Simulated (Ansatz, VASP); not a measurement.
## Two plane-wave programs on BN

```
B N
1.0
     1.25112    0.72234    3.37293
    -1.25112    0.72234    3.37293
     0.00000   -1.44467    3.37293
B N
1 1
Direct
  0.99967 0.99967 0.99967
  0.32526 0.17825 0.44308
```

Change from the starting cell: one atom moved.

Alike in both runs: task single point; functional PBEsol; k mesh 12 × 12 × 12; occupations gaussian, width 0.02 eV; no spin polarisation.

```csv
,VASP,Ansatz
version,VASP 6.6.1,Ansatz 0.2.0
potentials or method,"VASP PAW PBE potentials, release 64 (B, N)","scalar-relativistic, plane waves, PAW"
plane-wave cutoff (eV),520,420
valence electrons in the cell,8,8
```

Ansatz gave:

```
gap on the k mesh at the Fermi level (eV) : 1.04
least direct gap on the mesh (eV)         : 2.61
rms of the force components (eV/Å)        : 8.551
```

Q: Which values does VASP return?

A: gap on the k mesh at the Fermi level (eV): 1.02; least direct gap on the mesh (eV): 2.60; rms of the force components (eV/Å): 8.604.

Atom by atom the forces differ by 0.056 eV/Å (rms over components).

Caveats: the PAW data sets were made with another functional, which shifts forces and pressure a little (VASP). A k mesh can miss the band edges.
